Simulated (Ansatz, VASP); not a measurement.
Two plane-wave programs on HSe2

```xyz
6
Lattice="2.8202 2.7579 0.0000 2.8202 -2.7579 0.0000 0.0000 0.0000 -7.2256" Properties=species:S:1:pos:R:3 pbc="T T T"
H     0.0000    0.0000    0.0000
H     2.8202    0.0000   -3.6128
Se    2.8202   -2.7579   -5.4357
Se    2.8202    0.0001   -1.8229
Se    2.8202    2.7579   -1.7899
Se    2.8202   -0.0001   -5.4026
```

Alike in both runs: functional PBE; k mesh 7 × 7 × 3; occupations fermi-dirac, width 0.0708 eV; no spin polarisation.

Ansatz relaxed the structure, and its values are those at the end. VASP's run is a single point on that final structure, the one shown.

```csv
,VASP,Ansatz
version,VASP 6.6.1,Ansatz 0.2.0
potentials or method,"VASP PAW PBE potentials, release 64 (H, Se)",PAW plane waves
plane-wave cutoff (eV),520,420
valence electrons in the cell,26,66
```

Ansatz gave:

```
pressure (GPa)                     : 0.0
rms of the force components (eV/Å) : 0.000
```

What did VASP give for the same quantities?

Pressure (GPa): 0.0; rms of the force components (eV/Å): 0.005.

The two sets of potentials don't hold the same shells in valence.
